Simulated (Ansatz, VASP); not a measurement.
## Se in VASP and in Ansatz

```
CELL_PARAMETERS angstrom
0.00000 3.24647 3.24647
3.24647 0.00000 3.24647
3.24647 3.24647 0.00000
ATOMIC_POSITIONS crystal
Se 0.12500 0.12500 0.12500
Se 0.87500 0.87500 0.87500
```

Alike in both runs: functional BLYP; k mesh 9 × 9 × 9; occupations fermi-dirac, width 0.1 eV; no spin polarisation.

Ansatz relaxed the structure, and its values are those at the end. VASP's run is a single point on that final structure, the one shown.

|  | VASP | Ansatz |
| --- | --- | --- |
| version | VASP 6.6.1 | Ansatz 0.2.0 |
| potentials or method | VASP PAW PBE potentials, release 64 (Se) | plane waves (420 eV) with PAW, scalar-relativistic |
| plane-wave cutoff (eV) | 520 | 420 |
| valence electrons in the cell | 12 | 32 |

```tsv
	VASP	Ansatz	Ansatz less VASP
pressure (GPa)	0.1	0.0	-0.10
```

The two sets of potentials don't hold the same shells in valence.

Caveats: the PAW data sets were made with another functional, which shifts forces and pressure a little (VASP).
